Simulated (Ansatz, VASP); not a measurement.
## Rh: VASP beside Ansatz

INCAR

```
ALGO     = Normal         # electronic algorithm
EDIFF    = 1E-7           # SCF threshold, eV
ENCUT    = 520            # plane-wave cutoff, eV
GGA      = CA             # functional
ISIF     = 2              # what is computed and relaxed
ISMEAR   = -1             # smearing method
LASPH    = T              # aspherical terms in the spheres
LCHARG   = F              # write CHGCAR
LREAL    = F              # projectors in reciprocal space
LWAVE    = F              # write WAVECAR
NBANDS   = 14             # bands
NELM     = 100            # most SCF steps
PREC     = Accurate       # precision mode
SIGMA    = 0.1            # smearing width, eV
```

KPOINTS

```
k-points
0
Gamma
  14 14 14
```

POSCAR

```
Rh
1.0
    0.0000000000      1.8776226225      1.8776226225
    1.8776226225      0.0000000000      1.8776226225
    1.8776226225      1.8776226225      0.0000000000
Rh
1
Direct
    0.0000000000      0.0000000000      0.0000000000
```

Input for Ansatz:

```yaml
crystal:
  lattice:
    - [0.0, 1.8776226225, 1.8776226225]
    - [1.8776226225, 0.0, 1.8776226225]
    - [1.8776226225, 1.8776226225, 0.0]
  atoms:
    - { symbol: Rh, position: [0.0, 0.0, 0.0] }
hamiltonian:
  xc: lda
  pseudopotentials:
    kind: paw
    azcp:
      Rh: "pseudopotentials/Rh.paw.azcp"
basis:
  ecutwfc: 420
  fft_grid_basis: typed
kpoints:
  mp_grid: { grid: [14, 14, 14], shift: [0, 0, 0] }
magnetization:
  spin_polarized: false
scf:
  occupations: { method: fermi_dirac, width: 0.1 }
  lower_state_search: "off"
output:
  stress: true
  write_density: true
  write_potential: true
  elf: true
  volumetric_format: npy
```

Alike in both runs: task single point; functional LDA; k mesh 14 × 14 × 14; occupations fermi-dirac, width 0.1 eV; no spin polarisation.

|  | VASP | Ansatz |
| --- | --- | --- |
| version | VASP 6.6.1 | Ansatz 0.2.0 |
| potentials or method | VASP PAW LDA potentials, release 64 (Rh_pv) | plane waves (420 eV) with PAW, scalar-relativistic |
| plane-wave cutoff (eV) | 520 | 420 |
| valence electrons in the cell | 15 | 17 |

VASP gave:

* pressure (GPa): 0.9

Problem. Which values does Ansatz return?

Solution. Pressure (GPa): 0.0.

The two sets of potentials don't hold the same shells in valence. Ansatz warned: «pseudo_functional_mismatch».
